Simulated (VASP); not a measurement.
The system is TaS2.

```
CELL_PARAMETERS angstrom
3.35000 0.00000 0.00000
-1.67500 2.90119 0.00000
0.00000 0.00000 5.86000
ATOMIC_POSITIONS crystal
Ta 0.00000 0.00000 0.00000
S 0.66667 0.33333 0.75000
S 0.33333 0.66667 0.25000
```

- Program: VASP 6.6.1
- Task: relaxation of cell and atoms
- Functional: PBE
- Potentials or basis: VASP PAW PBE potentials, release 64 (Ta_pv, S)
- Cutoff: 600 eV
- k mesh: 9 × 9 × 5
- Occupations: fermi-dirac, width 0.05 eV
- Spin: no spin polarisation

At the start: pressure 9.2 GPa; volume 18.98 Å³/atom.

Task: How do energy, volume and symmetry change on relaxing?

Result: Over 28 steps the energy falls by 48.2 meV/atom and the volume is 21.72 Å³/atom (+14.4 %); space group P-3m1 (No. 164, to 0.05 Å).

Step by step:
| step | energy change (eV) | largest force (eV/Å) | pressure (GPa) | volume (Å³) |
| --- | --- | --- | --- | --- |
| 1 | 0.0000 | 1.2421 | 9.19 | 56.95 |
| 2 | 0.2435 | 1.9109 | -12.49 | 66.39 |
| 3 | -0.1157 | 0.0928 | -0.57 | 60.14 |
| 4 | -0.1159 | 0.0471 | -0.25 | 60.01 |
| 5 | -0.1159 | 0.0246 | -0.09 | 59.95 |
| 6 | -0.1222 | 0.0850 | 0.13 | 59.87 |
| 7 | -0.1241 | 0.1403 | 0.32 | 59.79 |
| 8 | -0.1267 | 0.1403 | 0.19 | 60.12 |
| 9 | -0.1328 | 0.1409 | -0.19 | 61.12 |
| 10 | -0.1396 | 0.1326 | -0.77 | 63.13 |
| 11 | -0.1413 | 0.0323 | -0.10 | 63.09 |
| 12 | -0.1416 | 0.0188 | 0.24 | 63.08 |
| 13 | -0.1416 | 0.0255 | 0.29 | 63.07 |
| 14 | -0.1420 | 0.0285 | 0.34 | 63.19 |
| 15 | -0.1427 | 0.0376 | 0.50 | 63.53 |
| 16 | -0.1428 | 0.0594 | 0.85 | 64.20 |
| 17 | -0.1430 | 0.0522 | 0.72 | 63.94 |
| 18 | -0.1434 | 0.0255 | 0.55 | 64.13 |
| 19 | -0.1440 | 0.0501 | 0.05 | 64.71 |
| 20 | -0.1440 | 0.0542 | 0.03 | 64.73 |
| 21 | -0.1441 | 0.0494 | 0.01 | 64.79 |
| 22 | -0.1444 | 0.0357 | -0.04 | 64.96 |
| 23 | -0.1445 | 0.0087 | -0.14 | 65.30 |
| 24 | -0.1446 | 0.0177 | -0.10 | 65.19 |
| 25 | -0.1446 | 0.0018 | 0.04 | 65.15 |
| 26 | -0.1446 | 0.0014 | 0.02 | 65.15 |
| 27 | -0.1446 | 0.0007 | 0.02 | 65.16 |
| 28 | -0.1446 | 0.0061 | 0.03 | 65.17 |

Final structure:
```xyz
3
Lattice="3.3760 0.0000 0.0000 -1.6880 2.9237 0.0000 0.0000 0.0000 6.6024" Properties=species:S:1:pos:R:3 pbc="T T T"
Ta    0.0000    0.0000    0.0000
S     1.6880    0.9746    5.0669
S     0.0000    1.9491    1.5354
```

Caveat: this functional lacks dispersion, which binds the layers, so the pressure and a relaxed spacing across them are unreliable; the volume moved by +14 % from the deposited cell, more than functionals usually miss.
